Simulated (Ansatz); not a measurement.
# InPd: a line through a two-coordinate scan

The task here is to estimate one member of a computed series from the others.

Computed with Ansatz 0.2.0 (DFT PBEsol, scalar-relativistic, plane waves, PAW, unless a step's input says otherwise).

5 further runs of the same task are left out: 5 set aside as unsound or not needed.

## The structure to begin with

Symmetry: Pm-3m, No. 221, cubic system. Conventional cell: a = 3.247 Å, b = 3.247 Å, c = 3.247 Å, α = 90.00°, β = 90.00°, γ = 90.00°. In (site symmetry m-3m) has 8 Pd at 2.81 Å as nearest neighbours. Pd (site symmetry m-3m) has 8 In at 2.81 Å as nearest neighbours.

As a file:

```
CELL_PARAMETERS angstrom
3.24663 0.00000 0.00000
0.00000 3.24663 0.00000
0.00000 0.00000 3.24663
ATOMIC_POSITIONS crystal
In 0.00000 0.00000 0.00000
Pd 0.50000 0.50000 0.50000
```

It goes back to an entry of the Materials Project, which need not be the stable form.

It is the result of an earlier relaxation at this level (volume 17.11 Å³/atom; gap on the mesh: none (metal)).

## Plan of the line

The energy is mapped over a normal mode and a strain (zone-centre modes of the cell shown) (x along [1 0 0], y along [0 1 0], z along [0 0 1] of the conventional cell).

- amplitude of mode 4 (145 cm⁻¹), largest displacement in the unstrained cell: 11 values from −0.087 to 0.087 Å
- strain +e along z and -e/2 along x and y: 7 values from −7.00 to 7.00 %

Nothing else is relaxed (the pattern is fixed in fractional coordinates). Energies count from the relaxed high-symmetry cell. Points are written as (first, second).

The modes come from a phonon run on the reference cell, made beforehand.

Displacement patterns for an amplitude of 1 (Å):

| atom | x1 | y1 | z1 |
| --- | --- | --- | --- |
| In1 | 0.927 | 0.000 | 0.000 |
| Pd2 | -1.000 | 0.000 | 0.000 |

The first run:

The input, input.yaml:

```yaml
crystal:
  lattice:
    - [3.3602606235, 0.0, 0.0]
    - [0.0, 3.3602606235, 0.0]
    - [0.0, 0.0, 3.0193646182]
  atoms:
    - { symbol: In, position: [-0.0049674089, 0.0, 0.0] }
    - { symbol: Pd, position: [0.5053594057, 0.5, 0.5] }
basis:
  ecutwfc: 420
kpoints:
  mp_grid: { grid: [14, 14, 14] }
hamiltonian:
  xc: pbesol
scf:
  occupations: { method: gaussian, width: 0.15 }
output:
  forces: true
  stress: true
  eigenvalues: true
```

Launch:

```sh
ansatz run input.yaml --threads 1 --pin off --max-ram 2048MiB --backend cpu --events-out ev --progress --plain --runs-dir out
```

Among the steps run: Grid point (−0.017 Å, −7.00 %); Point (−0.017 Å, −4.67 %); The run at (−0.017 Å, −2.33 %); Point (−0.017 Å, 0.00 %); Grid point (−0.017 Å, 2.33 %); Grid point (−0.017 Å, 4.67 %); Grid point (−0.017 Å, 7.00 %).

One table of the session follows, with a row left open; its other results are not shown here.

| strain +e along z and -e/2 along x and y (%) | energy (meV) | slope (meV per %) | pressure (GPa) | largest force on an atom (eV/Å) |
| --- | --- | --- | --- | --- |
| −7.00 | 35 | −10.7 | 0.99 | 0.159 |
| −4.67 | ? | ? | ? | ? |
| −2.33 | 5 | −2.9 | 0.21 | 0.149 |
| 0.00 | 2.4 | −0.1 | 0.12 | 0.144 |
| 2.33 | 4.5 | 2.0 | 0.19 | 0.138 |
| 4.67 | 12 | 4.2 | 0.40 | 0.132 |
| 7.00 | 23 | 5.4 | 0.72 | 0.126 |

Q: Estimate the row for strain +e along z and -e/2 along x and y (%) = −4.67 from the others.

Worked estimate for «energy (meV)». A straight line through the neighbours (−7.00, 35) and (−2.33, 5) gives 35 + (5 − 35) × (−4.67 − −7.00) / (−2.33 − −7.00) = 20; a parabola fitted to 3 rows on both sides gives 16.

The run gave: energy (meV): 16; slope (meV per %): −6.1; pressure (GPa): 0.50; largest force on an atom (eV/Å): 0.154. In «energy (meV)» the line misses by +4 and the parabola by +0.

Energies count from the relaxed high-symmetry cell. Slopes come from the forces (and the stress, where the cell changes), not from differences of energies.

In words: The lowest point of the line is at 0.00 %, 2.4 meV from the zero. Energies and slopes round the minimum, fitted together, put the minimum at 0.070 %, with a curvature of about 0.83 meV per %². The well is lopsided: two grid steps out, the energy rises by 14 meV towards smaller values and 9 meV towards larger ones. The highest point computed, at −7.00 %, lies 32 meV above the lowest. This is one cut through a surface in two coordinates; the map's lowest point lies off it.
